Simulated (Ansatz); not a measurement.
# A Si vacancy and a C vacancy, 7.78 Å apart on the ideal sites in 4H-SiC, 94 atoms, charge 0 (k site)

All numbers come from Ansatz (PAW, plane waves, no spin–orbit coupling) at the single k point (¼, ¼, ¼) without its symmetry partners. The atoms were relaxed with PBEsol in a fixed cell; other functionals are single points on those atoms unless said otherwise. The valence top and gap of the host come from its small cell on a dense mesh, with the band extrema sought between the mesh points, lined up by the mean potential, PBEsol gap 2.12 eV, r²SCAN gap 2.60 eV.

Cell: a = 9.234 Å, b = 10.663 Å, c = 10.076 Å, α = 90.00°, β = 90.00°, γ = 90.00°.

Nearest atoms after relaxation, from the placed atom (for vacancies from the middle of the vacant sites): Si at 0.93 Å, C at 0.94 Å, Si at 2.37 Å, C at 2.37 Å, Si at 2.37 Å, C at 2.37 Å, C at 2.37 Å, Si at 2.38 Å.

Chemical potentials μ are those of reference phases of the elements at zero temperature by the same functional (the usual solids, diamond for C, grey Sn, and the molecules H2, N2, O2, F2, Cl2, Br2 and S8).

```
functional  E(defect) − E(host) − Σ nμ + q·E_VBM (eV)  monopole (eV)  alignment (eV)  formation energy at E_F = VBM (eV)  moment (μB)            wall time, shared host
    PBEsol                                      11.63           0.00            0.00                               11.63  0 (no spin)  12 s on NVIDIA H100 (relaxation)
    r²SCAN                                      12.30           0.00            0.00                               12.30  0 (no spin)               10 s on NVIDIA H100
```

r²SCAN one-electron levels near the gap (the ten most localised at most), from the host's valence top:

| level (eV) | spin | filling | atoms sharing it | element of the atom with most weight |
| --- | --- | --- | --- | --- |
| -0.27 | both | 2.00 | 15.4 | C |
| 0.87 | both | 2.00 | 8.8 | C |
| 1.13 | both | 1.97 | 6.1 | C |
| 1.21 | both | 0.03 | 9.1 | C |
| 1.80 | both | 0.00 | 10.1 | Si |
| 1.98 | both | 0.00 | 11.8 | Si |
| 2.10 | both | 0.00 | 12.1 | Si |

The runs had no spin polarisation though PBEsol leaves holes or close levels at the Fermi level; a state of higher spin may be lower.

All elements are taken at their own reference at once; growth conditions in equilibrium with the host shift these energies, by up to the host's formation enthalpy.

One k point and a cell of this size can leave errors of several tenths of an eV in such numbers.

Creating this separated vacancy pair is very costly, at 11.63 eV with PBEsol and 12.30 eV with r²SCAN, as expected when two sets of strong Si–C bonds are broken and the vacancies are too far apart to share the cost by removing a common bond. The gap levels follow electronegativity: the carbon-dominated states at 0.87 and 1.13 eV are filled, while the silicon-dominated ones from 1.80 eV upwards are empty. Carbon dangling bonds surround a silicon vacancy and silicon dangling bonds a carbon vacancy, so this order suggests electron transfer from the carbon vacancy to the silicon vacancy, giving an internally compensated pair despite the overall neutrality. The carbon-dominated levels at 1.13 and 1.21 eV probably derive from the silicon vacancy's split triply degenerate shell, where exchange would favour parallel spins; their nearly complete pairing here is therefore no evidence for a singlet ground state. Whether the vacancies attract each other remains open without the energies of the isolated vacancies.
